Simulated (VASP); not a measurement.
Crystal: TiAl.

```
CELL_PARAMETERS angstrom
2.86726 0.00000 0.00000
-1.43363 2.48312 0.00000
0.00000 0.00000 4.67808
ATOMIC_POSITIONS crystal
Ti 0.00000 0.00000 0.00000
Al 0.33333 0.66667 0.50000
```

The cell comes from a database or a generator and needn't be the stable form of this composition.

| Quantity | Value |
| --- | --- |
| Program | VASP 6.6.1 |
| Task | relaxation of cell and atoms |
| Functional | PBEsol |
| Potentials or basis | VASP PAW PBE potentials, release 64 (Ti_sv, Al) |
| Cutoff | 600 eV |
| k mesh | 18 × 18 × 10 |
| Occupations | gaussian, width 0.1 eV |
| Spin | no spin polarisation |

At the start: pressure -2.9 GPa; volume 16.65 Å³/atom.

How do energy, volume and symmetry change on relaxing?

Over 9 steps the energy falls by 4.2 meV/atom and the volume is 16.22 Å³/atom (-2.6 %); space group P-6m2 (No. 187, to 0.05 Å).

Step by step:
```
step  energy change (eV)  largest force (eV/Å)  pressure (GPa)  volume (Å³)
   1              0.0000                0.0000           -2.87        33.31
   2             -0.0050                0.0000            1.99        31.89
   3             -0.0084                0.0000            0.02        32.43
   4             -0.0084                0.0000           -0.04        32.44
   5             -0.0084                0.0000           -0.04        32.45
   6             -0.0084                0.0000           -0.05        32.45
   7             -0.0084                0.0000           -0.05        32.45
   8             -0.0084                0.0000            0.03        32.43
   9             -0.0084                0.0000            0.01        32.44
```

Final structure:
```yaml
crystal:
  lattice:
    - [2.84698, 0.00000, 0.00000]
    - [-1.42349, 2.46556, 0.00000]
    - [0.00000, 0.00000, 4.62121]
  atoms:
    - { symbol: Ti, position: [0.00000, 0.00000, 0.00000] }
    - { symbol: Al, position: [0.33333, 0.66667, 0.50000] }
```

Caveat: the PAW data sets were made with another functional, which shifts forces and pressure a little.
